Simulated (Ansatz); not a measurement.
Relaxed sheet of SnSe₂, cell area A = 12.668 Å²:

```
CELL_PARAMETERS angstrom
3.82468 0.00000 0.00000
-1.91234 3.31227 0.00000
0.00000 0.00000 32.37601
ATOMIC_POSITIONS crystal
Se 0.66667 0.33333 0.45056
Sn 0.00000 0.00000 0.50000
Se 0.33333 0.66667 0.54944
```

The calculation used DFT PBE+D3(BJ), scalar-relativistic, plane waves, PAW in Ansatz. Cutoff 420 eV; k points 12×12×1 on the computed 3-atom cell (Γ-centred); Gaussian smearing, width 0.02 eV; no spin polarisation. No periodic images along c.

Under strain along y with x held, atoms relaxed, stress positive in compression; ΔE is the free energy at this smearing, of which the stress is the derivative:

```
strain (%)  σxx (N/m)  σyy (N/m)  ΔE (meV/cell) thickness (Å)
        -2      0.310      1.331          10.27          3.226
        +2     -0.286     -1.210           9.81          3.177
```

(1) Which in-plane elastic constants follow from the stresses?

(2) Do the energies agree?

(3) The unstrained thickness between the outer atoms is 3.201 Å. How does it respond?

Results:

(1) Central differences over Δε = 0.04 give C22 = 63.5 N/m from the stress along the strain and C12 = 14.9 N/m from the stress across it. The sheet is hexagonal, so C22 = C11: Poisson's ratio is C12/C11 = 0.23, Young's modulus (C11² − C12²)/C11 = 60 N/m and the shear modulus (C11 − C12)/2 = 24.3 N/m.

(2) The second difference [ΔE(−ε) + ΔE(+ε)]/(A·ε²) = (10.27 + 9.81) meV/(12.668 Å² × 0.0004) × 16.02 N/m per eV/Å² = 63.5 N/m should equal C22 = 63.5 N/m; they differ by 0.1 %, so the two routes agree. The stress in compression and in tension differ in size because of the third-order constants.

(3) d ln t/dε = (3.177 − 3.226)/(3.201 × 0.04) = -0.38: the sheet thins as it is stretched, as its bonds turn towards the plane.

The sheet is fairly compliant in its plane, softer than MoS₂, as expected for long Sn–Se bonds built from s and p orbitals without the metal d contribution that stiffens the transition-metal dichalcogenides. Strain is shared between opening the Se–Sn–Se angles and stretching the bonds. The thickness shows this: with the x width held, bonds of fixed length that merely rotated would thin the sheet by well over twice the computed -0.38, so the bonds must also lengthen appreciably under tension. The larger stress in compression than in tension fits the usual anharmonicity of a bond, whose repulsive wall is steeper than its attractive side.

Because x is clamped, -0.38 is not the response to a uniaxial pull with free edges; there the lateral contraction would offset part of the thinning. The positive shear modulus and C11 > C12 imply stability against small homogeneous in-plane strains, but say nothing about finite-wavelength phonons or the strain at which the sheet fails.
